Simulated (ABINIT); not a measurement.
An input for ABINIT 10.8.3 (ZnSe (Stilleite)):

```
acell 3*1.0 Angstrom
rprim 
  -0.000000000000 2.833800000000 2.833800000000
  2.833800000000 -0.000000000000 2.833800000000
  2.833800000000 2.833800000000 0.000000000000
ntypat 2
znucl 30 34
natom 2
typat 1 2
xred 
  0.000000000000 0.000000000000 0.000000000000
  0.250000000000 0.250000000000 0.250000000000
pp_dirpath "pseudos"
pseudos "Zn.upf, Se.upf"
ecut 48
ngkpt 4 4 4
nshiftk 1
shiftk 0 0 0
kptopt 1
chksymbreak 0
istwfk *1
occopt 1
irdwfk 1
optdriver 4
nband 406
gwcalctyp 0
ecutsigx 48
symsigma 1
nkptgw 3
kptgw 
  0.0000000000 0.0000000000 0.0000000000
  0.5000000000 0.0000000000 0.0000000000
  0.5000000000 0.5000000000 0.0000000000
bdgw 
  20 26
  21 25
  21 24
ecuteps 11.04
irdscr 1
ppmodel 1
indata_prefix "in"
outdata_prefix "out"
tmpdata_prefix "tmp"
```

```sh
OMP_NUM_THREADS=1 mpirun -n 8 abinit run.abi > log
```

Q: Estimate wall time and host memory on 8 MPI ranks of Arm Neoverse V2, shared host.

It took 1.7 min; on shared hardware allow 51 s to 3.4 min. Peak host memory was 4.5 GiB.

[Paths, hosts, dates, memory and timing lines, banners, echoed tables and standing remarks are left out of the program output.]

[Logs are printed without paths, hosts, clocks, repeated set-up lines and the standing remarks that a program may print on its own settings, such as how far it seeks lower states.]

[Runs of the session that timed out or met a known fault of the program may be left out.]

[Hosts, paths, dates, database ids (printed as entryN), source tags and the programs' standing remarks are cut or masked in the printed files.]

[G0W0 gaps are taken among the corrected bands and points alone; a level outside them can change the order at an edge.]

[Where Ansatz stands beside ABINIT at settings called matched, ABINIT's density can come from a denser mesh and the files from another edition; pairs whose starting gaps differed by over 0.03 eV were left out, so agreement reads better than it is.]
